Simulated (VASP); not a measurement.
Wanted: the native input for a VASP 6.6.1 run.

```yaml
Task: single point
Functional: PBE
Potentials_or_basis: VASP PAW PBE potentials, release 64 (Ru_pv)
Cutoff: 520 eV
k_mesh: 4 × 4 × 4
Occupations: gaussian, width 0.1 eV
Spin: no spin polarisation
Dipole_correction: no
Further_INCAR_settings: ALGO = Normal; EDIFF = 1e-06; NBANDS = 66
```

The structure of Ru lies in POSCAR:

```
Ru
1.0
   -3.2712154567      3.2712154567      3.2712154567
    3.2712154567     -3.2712154567      3.2712154567
    3.2712154567      3.2712154567     -3.2712154567
Ru
8
Direct
    0.2303190602      0.2303190602      0.2303190602
    0.5000000000      0.0000000000      0.2696809398
    0.2696809398      0.5000000000      0.0000000000
    0.0000000000      0.2696809398      0.5000000000
    0.7696809398      0.7696809398      0.7696809398
    0.5000000000      0.0000000000      0.7303190602
    0.7303190602      0.5000000000      0.0000000000
    0.0000000000      0.7303190602      0.5000000000
```

The cell was built by a generator and needn't be a form met in nature.

The input as run:

INCAR

```
SYSTEM = Ru
PREC = Accurate
ENCUT = 520
EDIFF = 1E-6
ISMEAR = 0
SIGMA = 0.1
LREAL = .FALSE.
LASPH = .TRUE.
NELM = 100
ALGO = Normal
ISIF = 2
LWAVE = .FALSE.
LCHARG = .TRUE.
GGA = PE
LELF = .TRUE.
LVHAR = .TRUE.
NBANDS = 66
```

KPOINTS

```
regular mesh
0
G
  4 4 4
  0 0 0
```

Potentials or basis: VASP PAW PBE potentials, release 64 (Ru_pv).

Launch:

```bash
$ cat potpaw_PBE.64/Ru_pv/POTCAR > POTCAR
$ mpirun -np 1 vasp_std > vasp.out
```

Results of the run:

```
Pressure               : 0.7 GPa
Largest force          : 0.005 eV/Å
Band gap on the k mesh : none (metal or under the smearing width)
```

Wall time 49 s on 1 thread of Intel(R) Xeon(R) Platinum 8559C (Emerald Rapids), with other jobs on the host, peak memory 0.26 GiB.
